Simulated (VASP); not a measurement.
# C: relaxation of the cell, by functional

C, Cmme (no. 67), 4 atoms in the cell.

| Functional | Volume (A^3) | Pressure left (GPa) | Ionic steps | SCF steps in all | Time (s) |
|---|---|---|---|---|---|
| OLYP | 46.698 | -0.04 | 15 | 132 | 121 |
| MVS | 34.579 | -0.04 | 31 | 315 | 1627 |
| SG4 | 43.720 | -0.01 | 24 | 210 | 253 |
| PW86-PBE | 42.492 | 0.02 | 23 | 171 | 206 |

## Input of the first row

INCAR:
```
SYSTEM = C
PREC = Accurate
ENCUT = 600
EDIFF = 1E-7
ISMEAR = 0
SIGMA = 0.02
LREAL = .False.
LASPH = .True.
ALGO = Normal
NELM = 100
ISIF = 3
LWAVE = .False.
LCHARG = .False.
IBRION = 2
NSW = 40
EDIFFG = -0.01
GGA_COMPAT = .False.
GGA = LIBXC
LIBXC1 = GGA_X_OPTX
LIBXC2 = GGA_C_LYP
```

KPOINTS:
```
k-points
0
Gamma
  10 10 3
```

POSCAR:
```
C
1.0
    1.2280479700     -2.1270618200      0.0000000000
    1.2280479700      2.1270618200      0.0000000000
    0.0000000000      0.0000000000      7.1732677600
C
4
Direct
    0.9166205400      0.0833794600      0.7531376000
    0.4166205400      0.5833794600      0.2468624000
    0.0833794600      0.9166205400      0.2468624000
    0.5833794600      0.4166205400      0.7531376000
```

Commands:
```
cat potpaw_PBE.64/C/POTCAR > POTCAR
mpirun -np 1 vasp_std > vasp.out
```

Changes of the last row against the first:
```
- LIBXC1 = GGA_X_OPTX
- LIBXC2 = GGA_C_LYP
+ LIBXC1 = GGA_X_PW86
+ LIBXC2 = GGA_C_PBE
```

VASP 6.6.1 took 121 s on 1 core (AMD EPYC 9R45 (Zen 5)), a shared host.
